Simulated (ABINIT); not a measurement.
# AlRu (Pm-3m) in ABINIT: settings compared, part 2 of 2

ABINIT 10.8.3 (patched build).

## Step 4: Single point, r2SCAN

run.abi

```
# Pseudopotentials
pp_dirpath "./"
pseudos "Ru.GGA_PBE-JTH.xml, Al.GGA_PBE-JTH.xml"

# Structure
acell 3*1.0 Angstrom
rprim
     2.9916000000     0.0000000000     0.0000000000
     0.0000000000     2.9916000000     0.0000000000
     0.0000000000     0.0000000000     2.9916000000
ntypat 2
znucl 44 13
natom 2
typat 1 2
xcart
     1.4958000000     1.4958000000     1.4958000000
     0.0000000000     0.0000000000     0.0000000000 Angstrom

# Plane-wave basis
ecut 18.0
pawecutdg 36.0

# k points
kptopt 1
ngkpt 9 9 9
nshiftk 1
shiftk 0.0 0.0 0.0

# Exchange and correlation
ixc -497498
usekden 1
pawxcdev 0

# Bands and occupations
nband 14
occopt 3
tsmear 0.05 eV

# SCF cycle
nstep 100
tolvrs 1.0e-7

# Output
iomode 3
prtwf 0
prtden 0
prteig 0
prtebands 0
```

Potentials or basis: JTH PAW PBE v2.0.

Run with:

```
$ abinit run.abi > log 2>&1
```

run.abo:

```text
.Version 10.8.3 of ABINIT
 Symmetries : space group Pm -3 m (#221); Bravais cP (primitive cubic)
================================================================================
 Values of the parameters that define the memory need of the present run
     intxc =       0    ionmov =       0      iscf =      17    lmnmax =      18
     lnmax =       6     mgfft =      24  mpssoang =       3    mqgrid =    3001
     natom =       2  nloc_mem =       2    nspden =       1   nspinor =       1
    nsppol =       1      nsym =      48    n1xccc =       1    ntypat =       2
    occopt =       3   xclevel =       2
       mpw =         671          nfft =       13824          nkpt =          35
 PAW method is used; the additional fine FFT grid is defined by:
   mgfftf=        32    nfftf =     32768
================================================================================
================================================================================

--------------------------------------------------------------------------------
------------- Echo of variables that govern the present computation ------------
--------------------------------------------------------------------------------
 -outvars: echo values of preprocessed input variables --------
            acell      1.8897261259E+00  1.8897261259E+00  1.8897261259E+00 Bohr
              amu      1.01070000E+02  2.69815390E+01
             ecut      1.80000000E+01 Hartree
              ixc     -497498
         kptrlatt        9    0    0      0    9    0      0    0    9
          kptrlen      5.08797421E+01
            natom           2
            nband          14
            ngfft          24      24      24
          ngfftdg          32      32      32
             nkpt          35
            nstep         100
             nsym          48
           ntypat           2
           occopt           3
        pawecutdg      3.60000000E+01 Hartree
         pawxcdev           0
           prtden           0
        prtebands           0
           prteig           0
          prtkden           1
            prtwf           0
            rprim      2.9916000000E+00  0.0000000000E+00  0.0000000000E+00
                       0.0000000000E+00  2.9916000000E+00  0.0000000000E+00
                       0.0000000000E+00  0.0000000000E+00  2.9916000000E+00
          spgroup         221
           tolvrs      1.00000000E-07
           tsmear      1.83746611E-03 Hartree
            typat      1  2
          usekden           1
           useylm           1
           xangst      1.4958000000E+00  1.4958000000E+00  1.4958000000E+00
                       0.0000000000E+00  0.0000000000E+00  0.0000000000E+00
            xcart      2.8266523391E+00  2.8266523391E+00  2.8266523391E+00
                       0.0000000000E+00  0.0000000000E+00  0.0000000000E+00
             xred      5.0000000000E-01  5.0000000000E-01  5.0000000000E-01
                       0.0000000000E+00  0.0000000000E+00  0.0000000000E+00
            znucl       44.00000   13.00000

================================================================================

 chkinp: Checking input parameters for consistency.

================================================================================
== DATASET  1 ==================================================================

--- !DatasetInfo
iteration_state: {dtset: 1, }
dimensions: {natom: 2, nkpt: 35, mband: 14, nsppol: 1, nspinor: 1, nspden: 1, mpw: 671, }
cutoff_energies: {ecut:  18.0, pawecutdg:  36.0, }
electrons: {nelect:   1.90000000E+01, charge:   0.00000000E+00, occopt:   3.00000000E+00, tsmear:   1.83746611E-03, }
meta: {optdriver: 0, ionmov: 0, optcell: 0, iscf: 17, paral_kgb: 0, }
...

 Real(R)+Recip(G) space primitive vectors, cartesian coordinates (Bohr,Bohr^-1):
 R(1)=  5.6533047  0.0000000  0.0000000  G(1)=  0.1768877  0.0000000  0.0000000
 R(2)=  0.0000000  5.6533047  0.0000000  G(2)=  0.0000000  0.1768877  0.0000000
 R(3)=  0.0000000  0.0000000  5.6533047  G(3)=  0.0000000  0.0000000  0.1768877
[... 97 lines left out ...]
- [ -0.00000000E+00,  -0.00000000E+00,  -0.00000000E+00, ]
force_length_stats: {min:   0.00000000E+00, max:   0.00000000E+00, mean:   0.00000000E+00, }
...

 Integrated electronic density in atomic spheres:
 ------------------------------------------------
 Atom  Sphere_radius  Integrated_density
    1        2.21047         13.82490714
    2        1.90363          0.80159332

================================================================================

 ----iterations are completed or convergence reached----

 Mean square residual over all n,k,spin=   26.364E-07; max=  63.562E-05
 reduced coordinates (array xred) for    2 atoms
       0.500000000000      0.500000000000      0.500000000000
       0.000000000000      0.000000000000      0.000000000000
 rms dE/dt=  0.0000E+00; max dE/dt=  0.0000E+00; dE/dt below (all hartree)
    1       0.000000000000      0.000000000000      0.000000000000
    2       0.000000000000      0.000000000000      0.000000000000

 cartesian coordinates (angstrom) at end:
    1      1.49580000000000     1.49580000000000     1.49580000000000
    2      0.00000000000000     0.00000000000000     0.00000000000000

 cartesian forces (hartree/bohr) at end:
    1     -0.00000000000000    -0.00000000000000    -0.00000000000000
    2     -0.00000000000000    -0.00000000000000    -0.00000000000000
 frms,max,avg= 0.0000000E+00 0.0000000E+00   0.000E+00  0.000E+00  0.000E+00 h/b

 cartesian forces (eV/Angstrom) at end:
    1     -0.00000000000000    -0.00000000000000    -0.00000000000000
    2     -0.00000000000000    -0.00000000000000    -0.00000000000000
 frms,max,avg= 0.0000000E+00 0.0000000E+00   0.000E+00  0.000E+00  0.000E+00 e/A
 length scales=  1.889726125908  1.889726125908  1.889726125908 bohr
              =  1.000000000000  1.000000000000  1.000000000000 angstroms
 Fermi (or HOMO) energy (hartree) =   0.43334   Average Vxc (hartree)=  -0.47096
 Eigenvalues (hartree) for nkpt=  35  k points:
 kpt#   1, nband= 14, wtk=  0.00137, kpt=  0.0000  0.0000  0.0000 (reduced coord)
  -2.28166   -1.14860   -1.14860   -1.14860    0.06209    0.30048    0.30048    0.44194
   0.44194    0.44194    0.67595    0.67595    0.67595    0.86084
      occupation numbers for kpt#   1
   2.00000    2.00000    2.00000    2.00000    2.00000    2.00000    2.00000    0.01835
   0.01835    0.01835    0.00000    0.00000    0.00000    0.00000
 prteigrs : prtvol=0 or 1, do not print more k-points.

--- !EnergyTerms
iteration_state     : {dtset: 1, }
comment             : Components of total free energy in Hartree
kinetic             :  1.26892012899791E+01
hartree             :  2.23607116211438E+01
xc                  : -4.82305818376714E+00
Ewald energy        : -7.33084215654998E+01
psp_core            :  2.99775997217606E+00
local_psp           : -6.46251961904923E+01
PAW spherical_terms :  2.38769421685655E+01
internal            : -8.08320608878948E+01
'-kT*entropy'       : -6.01463049898325E-04
total_energy        : -8.08326623509447E+01
total_energy_eV     : -2.19956879652252E+03
...

--- !EnergyTermsDC
iteration_state     : {dtset: 1, }
comment             : '"Double-counting" decomposition of free energy'
band_energy         : -7.88857327750730E+00
Ewald energy        : -7.33084215654998E+01
psp_core            :  2.99775997217606E+00
xc_dc               : -2.08209985866272E+01
PAW spherical_terms :  1.81880951357793E+01
internal            : -8.08321383216789E+01
'-kT*entropy'       : -6.01463049898325E-04
total_energy_dc     : -8.08327397847288E+01
total_energy_dc_eV  : -2.19957090360313E+03
...

--- !EnergyTermsWithPAWCore
iteration_state     : {dtset: 1, }
comment             : 'Components of total free energy, including PAW core contributions'
Total energy        : -4.77451218790228E+03
Total energy DC     : -4.77451226533606E+03
Total energy (eV)   : -1.29921095281153E+05
Total energy DC (eV): -1.29921097388233E+05
...

 Cartesian components of stress tensor (hartree/bohr^3)
  sigma(1 1)=  4.05843884E-05  sigma(3 2)=  0.00000000E+00
  sigma(2 2)=  4.05843884E-05  sigma(3 1)=  0.00000000E+00
  sigma(3 3)=  4.05843884E-05  sigma(2 1)=  0.00000000E+00

-Cartesian components of stress tensor (GPa)         [Pressure= -1.1940E+00 GPa]
- sigma(1 1)=  1.19403393E+00  sigma(3 2)=  0.00000000E+00
- sigma(2 2)=  1.19403393E+00  sigma(3 1)=  0.00000000E+00
- sigma(3 3)=  1.19403393E+00  sigma(2 1)=  0.00000000E+00

== END DATASET(S) ==============================================================
================================================================================

 -outvars: echo values of variables after computation  --------
            acell      1.8897261259E+00  1.8897261259E+00  1.8897261259E+00 Bohr
           etotal     -8.0832739785E+01
            fcart     -0.0000000000E+00 -0.0000000000E+00 -0.0000000000E+00
                      -0.0000000000E+00 -0.0000000000E+00 -0.0000000000E+00
            rprim      2.9916000000E+00  0.0000000000E+00  0.0000000000E+00
                       0.0000000000E+00  2.9916000000E+00  0.0000000000E+00
                       0.0000000000E+00  0.0000000000E+00  2.9916000000E+00
           strten      4.0584388422E-05  4.0584388422E-05  4.0584388422E-05
                       0.0000000000E+00  0.0000000000E+00  0.0000000000E+00
           xangst      1.4958000000E+00  1.4958000000E+00  1.4958000000E+00
                       0.0000000000E+00  0.0000000000E+00  0.0000000000E+00
             xred      5.0000000000E-01  5.0000000000E-01  5.0000000000E-01
                       0.0000000000E+00  0.0000000000E+00  0.0000000000E+00
 Calculation completed.
```

Run time: 33 s. Hardware: 1 thread of Arm Neoverse V1, shared host; peak memory 0.11 GiB.

What came out:

| Item | Value |
| --- | --- |
| Free energy | -2199.5709 eV |
| Pressure | -1.2 GPa |
| Band gap on the k mesh | none (metal or under the smearing width) |
| Valence electrons inside the program's atomic spheres | Ru 13.82; Al 0.80 |

Levels at points of the mesh, in eV from the Fermi level:
```tsv
k point	band 6	band 7	band 8	band 9	band 10	band 11	band 12	band 13	band 14
(0.00, 0.00, 0.00)	-3.62	-3.62	0.23	0.23	0.23	6.60	6.60	6.60	11.63
```

Caveat: totals of a meta-GGA on PAW files have another zero than those of a GGA; the PAW data sets were made with another functional, which shifts forces and pressure a little.

## Step 5: Single point, SCAN

run.abi: that of step 4 with these lines changed.

```diff
@@ -29,3 +29,3 @@
 # Exchange and correlation
-ixc -497498
+ixc -263267
 usekden 1
```

Run with:

```
$ abinit run.abi > log 2>&1
```

Wall time 41 s (1 thread of Arm Neoverse V1, shared host); peak memory 0.11 GiB.

It converged, with:

| Property | Result |
| --- | --- |
| Free energy | -2216.0432 eV |
| Pressure | -4.9 GPa |
| Band gap on the k mesh | none (metal or under the smearing width) |
| Valence electrons inside the program's atomic spheres | Ru 13.81; Al 0.80 |

Levels at points of the mesh, in eV from the Fermi level:
| k point | band 6 | band 7 | band 8 | band 9 | band 10 | band 11 | band 12 | band 13 | band 14 |
| --- | --- | --- | --- | --- | --- | --- | --- | --- | --- |
| (0.00, 0.00, 0.00) | -3.58 | -3.58 | 0.23 | 0.23 | 0.23 | 6.56 | 6.56 | 6.56 | 11.81 |

Caveat: totals of a meta-GGA on PAW files have another zero than those of a GGA; the PAW data sets were made with another functional, which shifts forces and pressure a little.

## Step 6: Single point, revPBE

run.abi: that of step 5 with these lines changed.

```diff
@@ -21,2 +21,3 @@
 pawecutdg 36.0
+pawxcdev 0
 
@@ -29,5 +30,3 @@
 # Exchange and correlation
-ixc -263267
-usekden 1
-pawxcdev 0
+ixc 14
 
@@ -40,3 +39,3 @@
 nstep 100
-tolvrs 1.0e-7
+tolvrs 1.0e-9
```

Potentials or basis: JTH PAW PBE v2.0.

Run with:

```
$ abinit run.abi > log 2>&1
```

Run time: 10 s. Hardware: 1 thread of Arm Neoverse V1, shared host; peak memory 0.09 GiB.

It converged, with:

| Item | Value |
| --- | --- |
| Free energy | -2659.7293 eV |
| Pressure | 4.9 GPa |
| Band gap on the k mesh | none (metal or under the smearing width) |
| Valence electrons inside the program's atomic spheres | Ru 13.81; Al 0.82 |

Levels at points of the mesh, in eV from the Fermi level:
```
           k point  band 6  band 7  band 8  band 9  band 10  band 11  band 12  band 13  band 14
(0.00, 0.00, 0.00)   -3.51   -3.51    0.23    0.23     0.23     6.21     6.21     6.21    10.96
```

Caveat: the PAW data sets were made with another functional, which shifts forces and pressure a little.

## Step 7: Summary

| level | gap on the mesh (eV) | pressure (GPa) |
| --- | --- | --- |
| BLYP | none | 9.8 |
| AM05 | none | -3.5 |
| r2SCAN | none | -1.2 |
| SCAN | none | -4.9 |
| revPBE | none | 4.9 |

Alike in all rows: task single point; potentials or basis JTH PAW PBE v2.0; no spin polarisation; cell as given; k mesh 9 × 9 × 9; cutoff (eV) 490; smearing fermi-dirac 0.05 eV.

Every run on the cell as given and a fine mesh finds a metal. The pressure there spans -4.9 GPa (SCAN) to 9.8 GPa (BLYP); a positive pressure means that this level wants a larger cell, a negative one a smaller.

Caveats: the PAW data sets were made with another functional, which shifts forces and pressure a little; totals of a meta-GGA on PAW files have another zero than those of a GGA (some runs).

Absolute energies hang on the potentials; compare differences alone.
